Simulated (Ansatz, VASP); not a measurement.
**One calculation of AlN, two programs**

```
Al N
1.0
     0.00000    2.03452    2.03452
     2.03452    0.00000    2.03452
     2.03452    2.03452    0.00000
Al N
1 1
Direct
  0.50000 0.50000 0.50000
  0.14746 0.85254 0.85254
```

Alike in both runs: task single point; functional LDA; k mesh 10 × 10 × 10; occupations gaussian, width 0.05 eV; no spin polarisation.

|  | VASP | Ansatz |
| --- | --- | --- |
| version | VASP 6.6.1 | Ansatz 0.2.0 |
| potentials or method | VASP PAW LDA potentials, release 64 (Al, N) | scalar-relativistic, plane waves, PAW |
| plane-wave cutoff (eV) | 520 | 420 |
| valence electrons in the cell | 8 | 8 |

```csv
,VASP,Ansatz,Ansatz less VASP
gap on the k mesh at the Fermi level (eV),3.90,3.94,+0.047
least direct gap on the mesh (eV),5.23,5.24,+0.006
rms of the force components (eV/Å),11.617,11.498,-0.1191
```

Atom by atom the forces differ by 0.119 eV/Å (rms over components).

Caveats: forces of over 1 eV/Å show positions far from the minimum, so gaps and moduli don't describe the material at rest. A k mesh can miss the band edges.
